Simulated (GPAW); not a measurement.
# SnTe (Fm-3m) in GPAW: notebook

The runs below take SnTe through single point, with PBE.

All numbers are computed with GPAW 26.7.0; they aren't measurements. Logs are shortened: lines on timing, memory, paths and dates and some standing lists are left out, and cuts for length are marked. The log counts tension as positive stress, the text compression.

**Experimental background.**

From a printed reference work, textbook, for a bulk crystal of SnTe at 300 K: band gap 0.18 eV (direct).

The runs below are set against these values where they give the same quantity.

## (1) The crystal as given

It takes space group Fm-3m (No. 225, cubic). The conventional cell has a = 6.302 Å, b = 6.302 Å, c = 6.302 Å, α = 90.00°, β = 90.00°, γ = 90.00°. Te (site symmetry m-3m) is surrounded by 6 Sn at 3.15 Å. Sn (site symmetry m-3m) has 6 Te at 3.15 Å as nearest neighbours.

## (2) Single point, PBE

run.py reads:

```python
from ase import Atoms
from ase.dft.bandgap import bandgap
from ase.io import write
from ase.units import GPa
from gpaw import GPAW, PW

atoms = Atoms(['Te', 'Sn'],
              cell=[[0.0, 3.15085, 3.15085],
                    [3.15085, 0.0, 3.15085],
                    [3.15085, 3.15085, 0.0]],
              scaled_positions=[[0.5, 0.5, 0.5],
                                [0.0, 0.0, 0.0]],
              pbc=True)

calc = GPAW(mode=PW(450),
            xc='PBE',
            kpts={'size': (6, 6, 6), 'gamma': True},
            occupations={'name': 'fermi-dirac', 'width': 0.05},
            nbands=19,
            maxiter=120,
            txt='gpaw.txt')
atoms.calc = calc
energy = atoms.get_potential_energy()
forces = atoms.get_forces()
stress = atoms.get_stress()
calc.write('gs.gpw')
write('result.traj', atoms)
print(f'Energy: {energy:.6f} eV')
print('Forces (eV/A):')
print(forces.round(4))
print('Stress (GPa):', (stress / GPa).round(3))
print('Fermi level:', round(calc.get_fermi_level(), 4), 'eV')
print(f'Gap: {bandgap(calc)[0]:.4f} eV, direct: {bandgap(calc, direct=True)[0]:.4f} eV')
```

Potentials or basis: GPAW PAW data sets (gpaw-data 1.2.1), pw.

Started as:

```sh
$ OMP_NUM_THREADS=1 python run.py
```

gpaw.txt:

```text
__  _  _
 | _ |_)|_||  |
 |__||  | ||/\| - 26.7.0

Input parameters:
  mode=PW(ecut=450.00000000000006),
  kpts=MonkhorstPack(size=(6, 6, 6), gamma=True),
  maxiter=120,
  nbands=19,
  occupations=Occupations(name='fermi-dirac', width=0.05),
  xc=XC(name='PBE')

Diagonalizing LCAO Hamiltonian
Converting LCAO to pw mode

                 Te

       Sn

Atoms  # Å, Bohr magnetons
|   | symbol |        x |        y |        z |    initial magnetic moments |
|---|--------|----------|----------|----------|-----------------------------|
| 0 |     Te | 3.150850 | 3.150850 | 3.150850 | ( 0.0000,  0.0000,  0.0000) |
| 1 |     Sn | 0.000000 | 0.000000 | 0.000000 | ( 0.0000,  0.0000,  0.0000) |

Unit cell  # Å
| periodic |        x |        y |        z |  lengths |    angles |
|----------|----------|----------|----------|----------|-----------|
|      yes | 0.000000 | 3.150850 | 3.150850 | 4.455975 | 60.000000 |
|      yes | 3.150850 | 0.000000 | 3.150850 | 4.455975 | 60.000000 |
|      yes | 3.150850 | 3.150850 | 0.000000 | 4.455975 | 60.000000 |

Number of symmetries: 48
Symmetry operations  # r_c * U_cc + t_c -> r_c
|    | kind |            matrix            |
|----|------|------------------------------|
|  0 |  σ   |  1, 0, 0,  1, 0,-1,  1,-1, 0 |
|  1 |  C2  |  1, 0, 0,  1,-1, 0,  1, 0,-1 |
|  2 |  E   |  1, 0, 0,  0, 1, 0,  0, 0, 1 |
|  3 |  σ   |  1, 0, 0,  0, 0, 1,  0, 1, 0 |
|  4 |  C4  |  1, 0,-1,  1, 0, 0,  1,-1, 0 |
|  5 |  S6  |  1, 0,-1,  1,-1, 0,  1, 0, 0 |
|  6 |  σ   |  1, 0,-1,  0, 1,-1,  0, 0,-1 |
|  7 |  C3  |  1, 0,-1,  0, 0,-1,  0, 1,-1 |
|  8 |  S6  |  1,-1, 0,  1, 0, 0,  1, 0,-1 |
|  9 |  C4  |  1,-1, 0,  1, 0,-1,  1, 0, 0 |
| 10 |  C3  |  1,-1, 0,  0,-1, 1,  0,-1, 0 |
| 11 |  σ   |  1,-1, 0,  0,-1, 0,  0,-1, 1 |
| 12 |  σ   |  0, 1, 0,  1, 0, 0,  0, 0, 1 |
| 13 |  C4  |  0, 1, 0,  0, 1,-1, -1, 1, 0 |
| 14 |  C3  |  0, 1, 0,  0, 0, 1,  1, 0, 0 |
| 15 |  S6  |  0, 1, 0, -1, 1, 0,  0, 1,-1 |
| 16 |  C2  |  0, 1,-1,  1, 0,-1,  0, 0,-1 |
| 17 |  σ   |  0, 1,-1,  0, 1, 0, -1, 1, 0 |
| 18 |  S4  |  0, 1,-1,  0, 0,-1,  1, 0,-1 |
| 19 |  C4  |  0, 1,-1, -1, 1, 0,  0, 1, 0 |
| 20 |  C3  |  0, 0, 1,  1, 0, 0,  0, 1, 0 |
| 21 |  σ   |  0, 0, 1,  0, 1, 0,  1, 0, 0 |
| 22 |  S6  |  0, 0, 1,  0,-1, 1, -1, 0, 1 |
| 23 |  C4  |  0, 0, 1, -1, 0, 1,  0,-1, 1 |
| 24 |  S4  |  0, 0,-1,  1, 0,-1,  0, 1,-1 |
| 25 |  C3  |  0, 0,-1,  0, 1,-1,  1, 0,-1 |
| 26 |  C2  |  0, 0,-1,  0,-1, 0, -1, 0, 0 |
| 27 |  S6  |  0, 0,-1, -1, 0, 0,  0,-1, 0 |
| 28 |  S4  |  0,-1, 1,  1,-1, 0,  0,-1, 0 |
| 29 |  C4  |  0,-1, 1,  0, 0, 1, -1, 0, 1 |
| 30 |  C2  |  0,-1, 1,  0,-1, 0,  1,-1, 0 |
| 31 |  σ   |  0,-1, 1, -1, 0, 1,  0, 0, 1 |
| 32 |  C3  |  0,-1, 0,  1,-1, 0,  0,-1, 1 |
| 33 |  S6  |  0,-1, 0,  0, 0,-1, -1, 0, 0 |
| 34 |  S4  |  0,-1, 0,  0,-1, 1,  1,-1, 0 |
| 35 |  C2  |  0,-1, 0, -1, 0, 0,  0, 0,-1 |
| 36 |  C2  | -1, 1, 0,  0, 1, 0,  0, 1,-1 |
| 37 |  S6  | -1, 1, 0,  0, 1,-1,  0, 1, 0 |
| 38 |  S4  | -1, 1, 0, -1, 0, 1, -1, 0, 0 |
| 39 |  C3  | -1, 1, 0, -1, 0, 0, -1, 0, 1 |
| 40 |  S6  | -1, 0, 1,  0, 0, 1,  0,-1, 1 |
| 41 |  C2  | -1, 0, 1,  0,-1, 1,  0, 0, 1 |
| 42 |  C3  | -1, 0, 1, -1, 1, 0, -1, 0, 0 |
| 43 |  S4  | -1, 0, 1, -1, 0, 0, -1, 1, 0 |
| 44 |  C2  | -1, 0, 0,  0, 0,-1,  0,-1, 0 |
| 45 |  i   | -1, 0, 0,  0,-1, 0,  0, 0,-1 |
| 46 |  σ   | -1, 0, 0, -1, 1, 0, -1, 0, 1 |
| 47 |  C2  | -1, 0, 0, -1, 0, 1, -1, 1, 0 |

BZ-sampling:
  Number of BZ points: 216
  Number of IBZ points: 16

  Monkhorst-Pack size: [6, 6, 6]
  Monkhorst-Pack shift: [0.08333333333333333, 0.08333333333333333, 0.08333333333333333]

K-points  # in reciprocal-cell coordinates
|     |                                coordinates |     weight |
|-----|--------------------------------------------|------------|
|   0 | (  0.00000000,   0.00000000,   0.00000000) | 0.00462963 |
|   1 | (  0.16666667,   0.16666667,   0.00000000) | 0.02777778 |
|   2 | (  0.16666667,   0.16666667,   0.16666667) | 0.03703704 |
|   3 | (  0.33333333,   0.16666667,   0.16666667) | 0.05555556 |
|   4 | (  0.33333333,   0.33333333,  -0.33333333) | 0.05555556 |
|   5 | (  0.33333333,   0.33333333,   0.00000000) | 0.02777778 |
|   6 | (  0.33333333,   0.33333333,   0.16666667) | 0.11111111 |
|   7 | (  0.33333333,   0.33333333,   0.33333333) | 0.03703704 |
|   8 | (  0.50000000,   0.33333333,  -0.33333333) | 0.11111111 |
|   9 | (  0.50000000,   0.33333333,  -0.16666667) | 0.05555556 |
| ... |                                            |            |
|  15 | (  0.50000000,   0.50000000,   0.50000000) | 0.01851852 |

Plane wave coefficients: 1380
Cutoff: 450.00000000000006 eV

Spin-components: 1 (collinear spins)
Bands:           19
Projectors:      11
Spin-degeneracy: 2
Datatype:        complex128

Parallelization:
  kpt:    1
  domain: 1
  band:   1

Density:
  Valence electrons: 20.0
  Components: 1
  Grid points: [24 24 24]
  Charge: 0.0  # |e|

Potential:
  Grid points: [24 24 24]

species:
  Te:
    name:    Tellurium
    Z:       52.0
    valence: 6
    core:    46
    charge:  0.0  # [|e|]
    compensation charges:
      type: gauss
      rc: 0.36  # [Å]
      lmax: 2
    cutoffs:
      filter: 2.09  # [Å]
      core: 3.17  # [Å]
    projectors
    | kind |    occ | energy [eV] | rcut [Å] |
    |------|--------|-------------|----------|
    |   5s |  2.000 |     -15.089 |    1.180 |
    |   5p |  4.000 |      -5.955 |    1.196 |
    |    s |        |      12.123 |    1.180 |
    |    p |        |      21.256 |    1.196 |
    |    d |        |       0.000 |    1.238 |

    Using partial waves for Te as LCAO basis

  Sn:
    name:    Tin
    Z:       50.0
    valence: 14
    core:    36
    charge:  0.0  # [|e|]
    compensation charges:
      type: gauss
      rc: 0.38  # [Å]
      lmax: 2
    cutoffs:
      filter: 2.23  # [Å]
      core: 2.35  # [Å]
    projectors
    | kind |    occ | energy [eV] | rcut [Å] |
    |------|--------|-------------|----------|
    |   5s |  2.000 |     -10.538 |    1.201 |
    |   5p |  2.000 |      -3.696 |    1.270 |
    |   4d | 10.000 |     -25.845 |    1.185 |
    |    s |        |      16.674 |    1.201 |
    |    p |        |      23.515 |    1.270 |
    |    d |        |       1.367 |    1.185 |

    Using partial waves for Sn as LCAO basis

Reference energy: -352801.376741  # eV

eigensolver:
  PPCG
  Converge bands: occupied
  niter=2

density mixing:
  MSR1-Mixer
  Pratt-step length: 0.05
  Maximum mixing coefficient: 0.75
  Old densities: 10
  SVD Regularization: 0.005
  Good broyden scale: 1.0
  Trust region scale: 1.0
  Backstep threshold: 4.0
  History deletion threshold: 6.0
  Fourier metric: weight=20.0, sigma=0.015

occupation numbers:
  Fermi-Dirac:
    width: 0.0500  # eV

poisson solver:
  ecut: 3600.0000000000005  # eV

xc functional:
  name: PBE with 2 nearest neighbor stencil

convergence criteria:
- Maximum [total energy] change in last 3 cyles: 0.0005 eV / valence electron
- Maximum integral of absolute [dens]ity change: 0.0001 electrons / valence electron
- Maximum integral of absolute [eigenst]ate change: 4e-08 eV^2 / valence electron
maximum number of iterations: 120

SCF iterations
|iter     | |      energy | eigst |  dens |
|---------|-|-------------|-------|-------|
|iter:   1| |   -7.805248 | -0.19 |       |
|iter:   2| |   -7.798922 | -2.34 | -1.48 |
|iter:   3| |   -7.768024 | -2.72 | -1.52 |
|iter:   4| |   -7.769308 | -4.18 | -2.11 |
|iter:   5| |   -7.769523c| -4.81 | -2.61 |
|iter:   6| |   -7.769532c| -6.25 | -3.32 |
|iter:   7| |   -7.769533c| -7.58c| -4.17c|

Converged in 7 steps
Energy contributions relative to reference atoms: (reference = -352801.376741)

Energy contributions:
  Kinetic:          15.261312
  Coulomb:         -15.306884
  Zero:              0.185958
  External:          0.000000
  Xc:               -7.908823
  Entropy:          -0.002192
  Spinorbit:         0.000000
  ----------------------------
  Free energy:      -7.770629
  Extrapolated:     -7.769533

dipole moment: (-21.374850, -21.374850, -21.374850)  # |e|*Ang

Fermi level: 6.521
Eigenvalues  # (at kpt = [0.000, 0.000, 0.000])
| band index |      eig [eV] | occ [0-2] |
|------------|---------------|-----------|
|          0 |       -15.434 |     2.000 |
|        ... |               |           |
|          2 |       -15.427 |     2.000 |
|          3 |       -15.427 |     2.000 |
|          4 |       -15.427 |     2.000 |
|          5 |        -6.329 |     2.000 |
|          6 |         1.800 |     2.000 |
|          7 |         4.307 |     2.000 |
|          8 |         4.307 |     2.000 |
|          9 |         4.307 |     2.000 |
|         10 |         9.803 |     0.000 |
|         11 |         9.803 |     0.000 |
|         12 |         9.803 |     0.000 |
|         13 |        11.238 |     0.000 |
|         14 |        11.238 |     0.000 |
|         15 |        11.238 |     0.000 |
|         16 |        13.297 |     0.000 |
|         17 |        13.377 |     0.000 |
|         18 |        13.377 |     0.000 |

Gap: 0.106 eV
Transition (v -> c):
  (s=0, k=15, n=9, [0.50, 0.50, 0.50]) -> (s=0, k=15, n=10, [0.50, 0.50, 0.50])
No difference between direct/indirect transitions

Forces  # eV/Ang
|       x |       y |        z |
|---------|---------|----------|
| 0.00000 | 0.00000 | -0.00000 |  # Te   0
| 0.00000 | 0.00000 |  0.00000 |  # Sn   1

Stress tensor  # eV/Ang^3
|         x |         y |         z |
|-----------|-----------|-----------|
| -0.007574 |  0.000000 |  0.000000 |
|  0.000000 | -0.007574 | -0.000000 |
|  0.000000 | -0.000000 | -0.007574 |

# Writing to gs.gpw (mode='')
```

Run time: 4.3 s. Hardware: 1 thread of AMD EPYC 9R45 (Zen 5), shared host; peak memory 0.15 GiB.

Results:

```yaml
Free_energy: -7.7706 eV
Pressure: 1.2 GPa
Band_gap_on_the_k_mesh: 0.11 eV, direct
```

Levels at points of the mesh, in eV from the valence-band top:
| k point | band 6 | band 7 | band 8 | band 9 | band 10 | band 11 | band 12 | band 13 | band 14 | band 15 |
| --- | --- | --- | --- | --- | --- | --- | --- | --- | --- | --- |
| (0.00, 0.00, 0.00) | -12.80 | -4.67 | -2.16 | -2.16 | -2.16 | 3.33 | 3.33 | 3.33 | 4.77 | 4.77 |
| (0.50, 0.50, 0.00) | -11.21 | -6.47 | -5.59 | -3.76 | -3.76 | 2.17 | 4.91 | 4.91 | 6.37 | 9.13 |
| (0.50, 0.50, 0.50) | -11.52 | -8.33 | -1.82 | -1.82 | 0.00 | 0.11 | 0.35 | 0.35 | 7.77 | 8.81 |

Caveat: the cutoff is short for stress and forces, so pressures can be off by a GPa or more; spin-orbit coupling is left out, which moves the levels of the heavy elements.

## (3) Single point, PBE

run.py is that of step 2.

Potentials or basis: GPAW PAW data sets (gpaw-data 1.2.1), pw.

Started as:

```sh
$ OMP_NUM_THREADS=1 python run.py
```

Wall time 9.4 s (1 thread of Arm Neoverse V1, shared host); peak memory 0.14 GiB.

The run converged. Its results:

| Quantity | Value |
| --- | --- |
| Free energy | -7.7706 eV |
| Pressure | 1.2 GPa |
| Band gap on the k mesh | 0.11 eV, direct |

Levels at points of the mesh, in eV from the valence-band top:
```csv
k point,band 8,band 9,band 10,band 11,band 12,band 13
"(0.00, 0.00, 0.00)",-2.16,-2.16,-2.16,3.33,3.33,3.33
"(0.50, 0.50, 0.00)",-5.59,-3.76,-3.76,2.17,4.91,4.91
"(0.50, 0.50, 0.50)",-1.82,-1.82,0.00,0.11,0.35,0.35
```

Caveat: the cutoff is short for stress and forces, so pressures can be off by a GPa or more; spin-orbit coupling is left out, which moves the levels of the heavy elements.

## (4) How close it comes

Step 2. Against the measured gap of SnTe, 0.18 eV (direct; 300 K; a printed reference work, textbook), the calculated 0.11 eV is off by -0.07 eV. Spin-orbit coupling on Sn, Te is left out. The value is that of PBE on a finite k mesh, which can miss the band edges, without temperature or zero-point motion. Semilocal functionals fall short of measured gaps as a rule.

Step 3. Measured gap of SnTe: 0.18 eV (direct; 300 K; a printed reference work, textbook). This calculation gives 0.11 eV (-0.07 eV). Spin-orbit coupling on Sn, Te is left out. The value is that of PBE on a finite k mesh, which can miss the band edges, without temperature or zero-point motion. Semilocal functionals fall short of measured gaps as a rule.
